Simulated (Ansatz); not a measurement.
AlRu:

```
CELL_PARAMETERS angstrom
2.99160 0.00000 0.00000
0.00000 2.99160 0.00000
0.00000 0.00000 2.99160
ATOMIC_POSITIONS crystal
Ru 0.50000 0.50000 0.50000
Al 0.00000 0.00000 0.00000
```

Base run:

| Quantity | Value |
| --- | --- |
| Program | Ansatz 0.2.0 |
| Functional | PBEsol |
| Potentials or basis | all-electron PAW datasets made for the crystal |
| Cutoff | 280 eV (chosen from the basis error) |
| k mesh | 9 × 9 × 9 |
| Occupations | fermi-dirac, width 0.05 eV |
| Spin | no spin polarisation |

Its results: pressure -3.4 GPa.

Task: The run is repeated on the same cell with these changes: potentials or basis from all-electron PAW datasets made for the crystal to all-electron LAPW, non-relativistic; cutoff from 280 eV (chosen from the basis error) to 241 eV (chosen from the basis error). What comes out?

Result: Pressure 0.3 GPa.

Caveats: relativity is left out, which matters for the heavier elements (some runs).

The runs don't all hold the same shells in valence.
